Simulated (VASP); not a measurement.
The system is ZnS.

```xyz
2
Lattice="0.0000 2.7020 2.7020 2.7020 0.0000 2.7020 2.7020 2.7020 0.0000" Properties=species:S:1:pos:R:3 pbc="T T T"
Zn    4.0530    4.0530    4.0530
S     0.0000    0.0000    0.0000
```

* Program: VASP 6.6.1
* Task: relaxation of cell and atoms
* Functional: BLYP
* Potentials or basis: VASP PAW PBE potentials, release 64 (Zn, S)
* Cutoff: 600 eV
* k mesh: 9 × 9 × 9
* Occupations: fermi-dirac, width 0.05 eV
* Spin: no spin polarisation

At the start: pressure 5.5 GPa; volume 19.73 Å³/atom.

Problem. How do energy, volume and symmetry change on relaxing?

Solution. Over 3 steps the energy falls by 25.3 meV/atom and the volume is 21.29 Å³/atom (+7.9 %); space group F-43m (No. 216, to 0.05 Å).

Step by step:
```
step  energy change (eV)  largest force (eV/Å)  pressure (GPa)  volume (Å³)
   1              0.0000                0.0000            5.53        39.45
   2             -0.0475                0.0000           -1.18        43.47
   3             -0.0507                0.0000            0.00        42.59
```

Final structure:
```xyz
2
Lattice="0.0000 2.7718 2.7718 2.7718 0.0000 2.7718 2.7718 2.7718 0.0000" Properties=species:S:1:pos:R:3 pbc="T T T"
Zn    4.1576    4.1576    4.1576
S     0.0000    0.0000    0.0000
```

Caveat: the PAW data sets were made with another functional, which shifts forces and pressure a little.
